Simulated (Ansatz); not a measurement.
**CeO2 (fluorite): equation of state and elastic constants**

The task here is to estimate one member of a computed series from the others.

Program: Ansatz 0.2.0. Level of theory: DFT PBE, scalar-relativistic, plane waves, PAW. These are calculated values, not measurements.

## The starting structure

Symmetry: Fm-3m, No. 225, cubic system. The conventional cell has a = 5.464 Å, b = 5.464 Å, c = 5.464 Å, α = 90.00°, β = 90.00°, γ = 90.00°. Around Ce (site symmetry m-3m) lie 8 O at 2.37 Å. Around O (site symmetry -43m) lie 4 Ce at 2.37 Å.

Coordinates:

```cif
data_structure
_symmetry_space_group_name_H-M 'Fm-3m'
_symmetry_Int_Tables_number 225
_cell_length_a 5.4643
_cell_length_b 5.4643
_cell_length_c 5.4643
_cell_angle_alpha 90.000
_cell_angle_beta 90.000
_cell_angle_gamma 90.000
_cell_volume 163.15
loop_
_atom_site_label
_atom_site_type_symbol
_atom_site_symmetry_multiplicity
_atom_site_Wyckoff_symbol
_atom_site_fract_x
_atom_site_fract_y
_atom_site_fract_z
_atom_site_occupancy
Ce1 Ce 4 a 0.00000 0.00000 0.00000 1
O1 O 8 c 0.25000 0.75000 0.75000 1
```

This cell comes from an earlier session at PBE: 13.596 Å³/atom at 0.00 GPa, on a 12×12×12 mesh.

Volume factors to run: 0.980, 1.020, 0.960, 1.040, 1.070, 1.100, 0.945.

Set-up of the first run:

Input file input.yaml:

```yaml
crystal:
  lattice:
    - [0.0, 2.7137916536, 2.7137916536]
    - [2.7137916536, 0.0, 2.7137916536]
    - [2.7137916536, 2.7137916536, 0.0]
  atoms:
    - { symbol: Ce, position: [0.0, 0.0, 0.0] }
    - { symbol: O, position: [0.25, 0.25, 0.25] }
    - { symbol: O, position: [0.75, 0.75, 0.75] }
basis:
  ecutwfc: 420
  ecutrho_ratio: 4
kpoints:
  mp_grid: { grid: [12, 12, 12] }
hamiltonian:
  xc: pbe
scf:
  occupations: { method: gaussian, width: 0.05 }
output:
  forces: true
  stress: true
  eigenvalues: true
```

On the command line:

```console
$ ansatz run input.yaml --threads 2 --pin off --max-ram 3072MiB --backend cpu --events-out ev --progress --plain --runs-dir out
```

Steps of the session up to this table: At 0.980 of the relaxed volume; Volume × 1.020; Volume × 0.960; Scaling the volume by 1.040; Volume × 1.070; Volume × 1.100; Scaling the volume by 0.945.

One table of the session follows, with a row left open; its other results are not shown here.

It belongs to the step «The fit». 

| volume (Å³/atom) | energy (meV/atom) | pressure (GPa) | gap (eV) |
| --- | --- | --- | --- |
| 12.848 | 24.74 | 11.16 | 2.07 |
| 13.052 | ? | ? | ? |
| 13.324 | 3.04 | 3.68 | 1.96 |
| 13.596 | 0.00 | 0.00 | 1.90 |
| 13.868 | 2.84 | -3.29 | 1.84 |
| 14.140 | 10.98 | -6.25 | 1.78 |
| 14.548 | 31.94 | -10.11 | 1.70 |
| 14.956 | 61.95 | -13.38 | 1.63 |

Q: Estimate the row for volume (Å³/atom) = 13.052 from the others.

Worked estimate for «energy (meV/atom)». A straight line through the neighbours (12.848, 24.74) and (13.324, 3.04) gives 24.74 + (3.04 − 24.74) × (13.052 − 12.848) / (13.324 − 12.848) = 15.44; a parabola fitted to 3 rows on both sides gives 12.89.

The run gave: energy (meV/atom): 12.73; pressure (GPa): 7.78; gap (eV): 2.02. In «energy (meV/atom)» the line misses by +2.71 and the parabola by +0.16.
